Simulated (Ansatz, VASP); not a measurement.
CdSe in VASP and in Ansatz

INCAR

```
SYSTEM = CdSe
PREC = Accurate ; ENCUT = 600
EDIFF = 1E-6 ; ISMEAR = 0
SIGMA = 0.1 ; LREAL = .False.
LASPH = .True. ; NELM = 100
ALGO = Normal ; ISIF = 3
LWAVE = .False. ; LCHARG = .False.
GGA = PE ; IBRION = 2
NSW = 100 ; EDIFFG = -0.01
```

The input KPOINTS:

```
Automatic mesh
0
Gamma
  16 16 16
  0 0 0
```

POSCAR

```
CdSe
1.0
    3.5552066678      0.0000000000      0.0000000000
    0.0000000000      3.5552066678      0.0000000000
    0.0000000000      0.0000000000      3.5552066678
Cd Se
1 1
Direct
    0.0000000000      0.0000000000      0.0000000000
    0.5000000000      0.5000000000      0.5000000000
```

Input for Ansatz:

```yaml
crystal:
  lattice:
    - [3.5552066678, 0.0, 0.0]
    - [0.0, 3.5552066678, 0.0]
    - [0.0, 0.0, 3.5552066678]
  atoms:
    - { symbol: Cd, position: [0.0, 0.0, 0.0] }
    - { symbol: Se, position: [0.5, 0.5, 0.5] }
basis:
  ecutwfc: 420
kpoints:
  mp_grid: { grid: [16, 16, 16] }
hamiltonian:
  xc: pbe
scf:
  occupations: { method: gaussian, width: 0.1 }
output:
  forces: true
  stress: true
  eigenvalues: true
relax:
  adjacent_minimum: "off"
  f_tol: 0.01
  max_steps: 80
  cell: { stress_tol: 0.05 }
```

Change from the starting cell: species swapped into the CsI type (Pm-3m, No. 221).

Alike in both runs: task relaxation of cell and atoms; functional PBE; k mesh 16 × 16 × 16; occupations gaussian, width 0.1 eV; no spin polarisation.

|  | VASP | Ansatz |
| --- | --- | --- |
| version | VASP 6.6.1 | Ansatz 0.2.0 |
| potentials or method | VASP PAW PBE potentials, release 64 (Cd, Se) | scalar-relativistic, plane waves, PAW |
| plane-wave cutoff (eV) | 600 | 420 |
| valence electrons in the cell | 18 | 36 |

```csv
,VASP,Ansatz,Ansatz less VASP
"gap on the k mesh at the Fermi level, each at its own relaxed structure (eV)",none,none,-
relaxed volume (Å³/atom),22.60,22.51,-0.094
relaxed cell length with the largest relative difference (Å),3.562,3.557,-0.0050
```

A gap of «none» marks a metal or a gap that the smearing closes. The two sets of potentials don't hold the same shells in valence.
